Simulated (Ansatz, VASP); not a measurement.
BaTiO3 in VASP and in Ansatz

```xyz
5
Lattice="4.0096 0.0000 0.0000 0.0000 4.0096 0.0000 0.0000 0.0000 3.9432" Properties=species:S:1:pos:R:3 pbc="T T T"
Ba    2.0048    2.0048    1.9716
Ti    0.0000    0.0000    0.0000
O     2.0048    0.0000    0.0000
O     0.0000    2.0048    0.0000
O     0.0000    0.0000    1.9716
```

Change from the starting cell: biaxial strain in the a-b plane, c and atoms relaxed: +1.0 %.

Alike in both runs: functional PBEsol; k mesh 8 × 8 × 8; occupations gaussian, width 0.02 eV; no spin polarisation.

Ansatz relaxed the structure, and its values are those at the end. VASP's run is a single point on that final structure, the one shown.

```csv
,VASP,Ansatz
version,VASP 6.6.1,Ansatz 0.2.0
potentials or method,"VASP PAW PBE potentials, release 64 (Ba_sv, Ti_sv, O)","scalar-relativistic, plane waves, PAW"
plane-wave cutoff (eV),520,420
valence electrons in the cell,40,40
```

VASP gave:

- gap on the k mesh at the Fermi level (eV): 1.69
- least direct gap on the mesh (eV): 1.82
- pressure (GPa): -0.3

Question: Estimate Ansatz's values.

Answer: gap on the k mesh at the Fermi level (eV): 1.75; least direct gap on the mesh (eV): 1.85; pressure (GPa): -2.2.

Caveats: the PAW data sets were made with another functional, which shifts forces and pressure a little (VASP); spin-orbit coupling is left out, which moves the levels of the heavy elements. A k mesh can miss the band edges.
